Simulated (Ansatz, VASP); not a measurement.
# GaP in VASP and in Ansatz

Contents of INCAR:

```
PREC     = Accurate       # precision mode
ENCUT    = 520            # plane-wave cutoff, eV
EDIFF    = 1E-7           # SCF threshold, eV
ISMEAR   = 0              # smearing method
SIGMA    = 0.01           # smearing width, eV
LREAL    = Auto         
LASPH    = T              # aspherical terms in the spheres
NELM     = 80             # most SCF steps
ALGO     = Normal         # electronic algorithm
ISIF     = 2              # what is computed and relaxed
LWAVE    = F              # write WAVECAR
LCHARG   = T              # write CHGCAR
GGA      = PE             # functional
LELF     = T              # ELF
LVHAR    = T            
NBANDS   = 86             # bands
```

The input KPOINTS:

```
Automatic mesh
0
Gamma
  1 1 1
```

File POSCAR:

```
GaP
1.0
    0.0000000000      5.5051169764     -5.5051169764
    5.5051169764      5.5051169764      0.0000000000
    5.5051169764      0.0000000000     -5.5051169764
Ga P
8 8
Direct
    0.5000000000      0.5000000000      0.0000000000
    0.5000000000      0.0000000000      0.0000000000
    1.0000000000      0.5000000000      0.0000000000
    1.0000000000      0.0000000000      0.0000000000
    0.5000000000      0.5000000000      0.5000000000
    0.5000000000      0.0000000000      0.5000000000
    1.0000000000      0.5000000000      0.5000000000
    1.0000000000      0.0000000000      0.5000000000
    0.3750000000      0.3750000000      0.3750000000
    0.3750000000      0.8750000000      0.3750000000
    0.8750000000      0.3750000000      0.3750000000
    0.8750000000      0.8750000000      0.3750000000
    0.3750000000      0.3750000000      0.8750000000
    0.3750000000      0.8750000000      0.8750000000
    0.8750000000      0.3750000000      0.8750000000
    0.8750000000      0.8750000000      0.8750000000
```

Input for Ansatz:

```yaml
crystal:
  lattice:
    - [0.0, 5.5051169764, -5.5051169764]
    - [5.5051169764, 5.5051169764, 0.0]
    - [5.5051169764, 0.0, -5.5051169764]
  atoms:
    - { symbol: Ga, position: [0.5, 0.5, 0.0] }
    - { symbol: Ga, position: [0.5, 0.0, 0.0] }
    - { symbol: Ga, position: [1.0, 0.5, 0.0] }
    - { symbol: Ga, position: [1.0, 0.0, 0.0] }
    - { symbol: Ga, position: [0.5, 0.5, 0.5] }
    - { symbol: Ga, position: [0.5, 0.0, 0.5] }
    - { symbol: Ga, position: [1.0, 0.5, 0.5] }
    - { symbol: Ga, position: [1.0, 0.0, 0.5] }
    - { symbol: P, position: [0.375, 0.375, 0.375] }
    - { symbol: P, position: [0.375, 0.875, 0.375] }
    - { symbol: P, position: [0.875, 0.375, 0.375] }
    - { symbol: P, position: [0.875, 0.875, 0.375] }
    - { symbol: P, position: [0.375, 0.375, 0.875] }
    - { symbol: P, position: [0.375, 0.875, 0.875] }
    - { symbol: P, position: [0.875, 0.375, 0.875] }
    - { symbol: P, position: [0.875, 0.875, 0.875] }
basis:
  ecutwfc: 420
  xc_grid: 2
kpoints:
  mp_grid: { grid: [1, 1, 1], shift: [0.0, 0.0, 0.0] }
hamiltonian:
  xc: pbe
scf:
  occupations: { method: gaussian, width: 0.01 }
output:
  forces: true
  stress: true
  eigenvalues: true
```

Alike in both runs: task single point; functional PBE; k mesh 1 × 1 × 1; occupations gaussian, width 0.01 eV; no spin polarisation.

|  | VASP | Ansatz |
| --- | --- | --- |
| version | VASP 6.6.1 | Ansatz 0.2.0 |
| potentials or method | VASP PAW PBE potentials, release 64 (Ga_d, P) | scalar-relativistic, plane waves, PAW |
| plane-wave cutoff (eV) | 520 | 420 |
| valence electrons in the cell | 144 | 144 |

```csv
,VASP,Ansatz,Ansatz less VASP
gap on the k mesh at the Fermi level (eV),1.44,1.44,+0.004
least direct gap on the mesh (eV),1.44,1.44,+0.004
pressure (GPa),6.4,6.4,0.00
```

With one functional, cell and mesh, what is left measures potentials, basis and numerics.

Caveats: the k mesh is coarse (spacing up to 0.99 Å⁻¹), so the values aren't converged; an odd mesh through Γ misses points on the zone boundary, where band edges often lie.
